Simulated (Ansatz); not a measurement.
## How settings move the results for Pb

```
Pb
1.0
     3.48000    0.00000    0.00000
    -1.74000    3.01377    0.00000
     0.00000    0.00000    5.59000
Pb
2
Direct
  0.33333 0.66667 0.25000
  0.66667 0.33333 0.75000
```

Atom numbers follow the list: Pb1, Pb2.

The cell is COD entry 1537623, as deposited and not checked against the literature; nothing was relaxed.

No spin–orbit coupling, which matters for the heavy atoms here.

Computed with Ansatz 0.2.0, DFT, PBE, PAW with Ansatz's default frozen-core files, scalar-relativistic.

Numerical set-up: a Γ-centred 14×14×8 k mesh, Fermi–Dirac smearing of 0.08 eV, cutoff 420 eV, no spin polarisation. One setting is then changed at a time.

| k mesh | free energy less the base's (meV/atom) | P (GPa) | Vzz Pb2 (10²¹ V/m²) |
| --- | --- | --- | --- |
| 14×14×8 (base) | 0.0 | 4.06 | -5.27 |
| 4×4×2 | 124 | 2.42 | -1.29 |
| 7×7×4 | -1.2 | 3.86 | -2.00 |
| 10×10×6 | 0.1 | 3.93 | -1.92 |
| 20×20×11 | -0.9 | 4.00 | -3.77 |
